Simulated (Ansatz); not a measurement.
# Spin–orbit splittings in BaS

```yaml
crystal:
  lattice:
    - [0.00000, 3.19375, 3.19375]
    - [3.19375, 0.00000, 3.19375]
    - [3.19375, 3.19375, 0.00000]
  atoms:
    - { symbol: Ba, position: [0.00000, 0.00000, 0.00000] }
    - { symbol: S, position: [0.50000, 0.50000, 0.50000] }
```

Atom numbers follow the list: Ba1, S2.

Conventional cell: a = 6.388 Å, b = 6.388 Å, c = 6.388 Å, α = 90.00°, β = 90.00°, γ = 90.00°. Ba (atom 1) has 6 S at 3.19 Å as nearest neighbours. Around S (atom 2) lie 6 Ba at 3.19 Å.

The cell is COD entry 9008600, as deposited and not checked against the literature; nothing was relaxed.

Levels of theory: DFT, PBE, all-electron LAPW, scalar-relativistic (Ansatz 0.2.0); DFT, PBE, all-electron LAPW, Dirac equation with spin-orbit coupling (Ansatz 0.2.0).

Settings: a Γ-centred 8×8×8 k mesh, Fermi–Dirac smearing of 0.02 eV, basis error target 0.25 meV/atom, no spin polarisation.

Levels between -8 and 3 eV, each run counted from its own valence-band top. Scalar levels are listed once for both spins; with the coupling every spinor state is counted. Levels near the edges of the range can cross them.

Problem. At Γ (0.000, 0.000, 0.000) the scalar-relativistic levels are 0.00 (×3). What are they with spin–orbit coupling?

Solution. -0.14 (×2), 0.00 (×4).

Problem. At K (0.375, 0.375, 0.750) the scalar-relativistic levels are -0.88, -0.55, -0.47. What are they with spin–orbit coupling?

Solution. -0.94 (×2), -0.60 (×2), -0.50 (×2).

Problem. Without the coupling the gap is 2.21 eV, indirect from Γ to X (0.5, 0, 0.5). And with it?

Solution. 2.16 eV, indirect from Γ to X (0.5, 0, 0.5).
